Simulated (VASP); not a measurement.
Here is a VASP 6.6.1 calculation.

Contents of INCAR:

```
SYSTEM = CaO
PREC = Accurate
ENCUT = 520
EDIFF = 1E-7
ISMEAR = 0
SIGMA = 0.1
LREAL = .False.
LASPH = .True.
NELM = 100
ALGO = Fast
ISIF = 3
LWAVE = .False.
LCHARG = .False.
GGA = PE
IBRION = 2
NSW = 80
EDIFFG = -0.002
PSTRESS = 300.0
```

The input KPOINTS:

```
Automatic mesh
0
Gamma
  8 8 8
  0 0 0
```

POSCAR

```
CaO                                     
1.0
    2.6925513919      0.0000000000      0.0000000000
    0.0000000000      2.6925513919      0.0000000000
    0.0000000000      0.0000000000      2.6925513919
  Ca              O             
     1     1
Direct
     0.0000000000000000    0.0000000000000000    0.0000000000000000
     0.5000000000000000    0.5000000000000000    0.5000000000000000
```

Potentials or basis: VASP PAW PBE potentials, release 64 (Ca_sv, O).

Command:

```sh
$ cat potpaw_PBE.64/Ca_sv/POTCAR potpaw_PBE.64/O/POTCAR > POTCAR
$ mpirun -np 1 vasp_std > vasp.out
```

Q: Predict the band gap on the k mesh.

A: 2.65 eV, indirect (least direct gap 2.91 eV).

Q: Predict the relaxed volume.

A: 10.53 Å³/atom.

Q: Estimate the relaxed cell.

A: a = 2.762 Å, b = 2.762 Å, c = 2.762 Å, α = 90.00°, β = 90.00°, γ = 90.00°.

Q: Predict the space group after relaxing (to 0.05 Å).

A: Pm-3m (No. 221).

The path:
| step | energy change (eV) | largest force (eV/Å) | pressure (GPa) | volume (Å³) |
| --- | --- | --- | --- | --- |
| 1 | 0.0000 | 0.0000 | 50.01 | 19.52 |
| 2 | -0.6433 | 0.0000 | 11.44 | 23.17 |
| 3 | -0.3857 | 0.0000 | 29.65 | 21.10 |
| 4 | -0.3797 | 0.0000 | 30.00 | 21.06 |

Caveat: the cell is relaxed towards a set pressure, so the enthalpy falls and the energy may rise. A k mesh can miss the band edges.
